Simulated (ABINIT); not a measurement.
Here is an ABINIT 10.8.3 (patched build) calculation.

run.abi

```
# Pseudopotentials
pp_dirpath "./"
pseudos "Mg.upf, O.upf"

# Structure
acell 5.6041865537 5.6041865537 5.6041865537
rprim
     0.0000000000     0.7071067812     0.7071067812
     0.7071067812     0.0000000000     0.7071067812
     0.7071067812     0.7071067812     0.0000000000
ntypat 2
znucl 12 8
natom 2
typat 1 2
xred
     0.0000000000     0.0000000000     0.0000000000
     0.5000000000     0.5000000000     0.5000000000

# Plane-wave basis
ecut 56.0

# k points
kptopt 1
ngkpt 11 11 11
nshiftk 1
shiftk 0.0 0.0 0.0

# Exchange and correlation
ixc -497498
usekden 1
nc_xccc_gspace 1
boxcutmin 3.0

# Bands and occupations
nband 12
occopt 3
tsmear 0.00183747

# SCF cycle
nstep 100
tolvrs 1.0e-9

# Output
iomode 3
prtwf 0
prteig 0
prtebands 0
enunit 1
prtden 1
prtvha 1
prtvclmb 1
prtpot 1
```

Potentials or basis: Ansatz NC r2SCAN.

Launch:

```sh
$ mpirun --bind-to none -np 4 abinit run.abi > log 2>&1
```

Task: What does it give for the pressure?

Result: 1.3 GPa.

Task: What does it give for the band gap on the k mesh?

Result: 5.76 eV, direct.

**What was measured.**

From “Electronic structure of alkaline earth and post-transition metal oxides”, 2009, arxiv:0908.1581, for a bulk crystal of MgO: band gap 7.83 eV.

Measured gap of MgO: 7.83 eV (quoted in “Electronic structure of alkaline earth and post-transition metal oxides”, 2009, arxiv:0908.1581). This calculation gives 5.76 eV (-2.07 eV). The value is that of r2SCAN, without temperature or zero-point motion. The cell is a database's relaxed one, not the measured one, which moves gaps too.
